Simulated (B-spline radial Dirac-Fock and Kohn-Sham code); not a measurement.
**L-shell Coster-Kronig yields, Sb to Sm**

Calculated with a B-spline atomic structure program, using a relativistic independent-particle model: LDA orbitals of the hole state, radiative multipoles to third order, Auger rates from the Coulomb interaction with a continuum orbital, Dirac-Fock energies. Free atoms; xraylib values, which scatter from element to element, in brackets. The last columns say whether the channel that ejects a 3d electron is energetically open in this model; such thresholds shift in solids.

| Z | element | f12 | f13 | f23 | L1-L3M4,5 | L2-L3M4,5 |
| --- | --- | --- | --- | --- | --- | --- |
| 51 | Sb | 0.190 (0.079) | 0.323 (0.297) | 0.169 (0.124) | closed | closed |
| 52 | Te | 0.192 (0.180) | 0.325 (0.280) | 0.171 (0.156) | closed | closed |
| 53 | I | 0.194 (0.180) | 0.326 (0.280) | 0.173 (0.155) | closed | closed |
| 54 | Xe | 0.195 (0.190) | 0.327 (0.280) | 0.175 (0.154) | closed | closed |
| 55 | Cs | 0.197 (0.190) | 0.328 (0.280) | 0.176 (0.154) | closed | closed |
| 56 | Ba | 0.198 (0.190) | 0.328 (0.280) | 0.177 (0.154) | closed | closed |
| 57 | La | 0.199 (0.190) | 0.329 (0.290) | 0.177 (0.153) | closed | closed |
| 58 | Ce | 0.201 (0.190) | 0.330 (0.290) | 0.175 (0.153) | closed | closed |
| 59 | Pr | 0.204 (0.190) | 0.331 (0.290) | 0.171 (0.153) | closed | closed |
| 60 | Nd | 0.206 (0.190) | 0.332 (0.300) | 0.169 (0.153) | closed | closed |
| 61 | Pm | 0.208 (0.190) | 0.333 (0.300) | 0.167 (0.152) | closed | closed |
| 62 | Sm | 0.209 (0.190) | 0.334 (0.300) | 0.165 (0.151) | closed | closed |
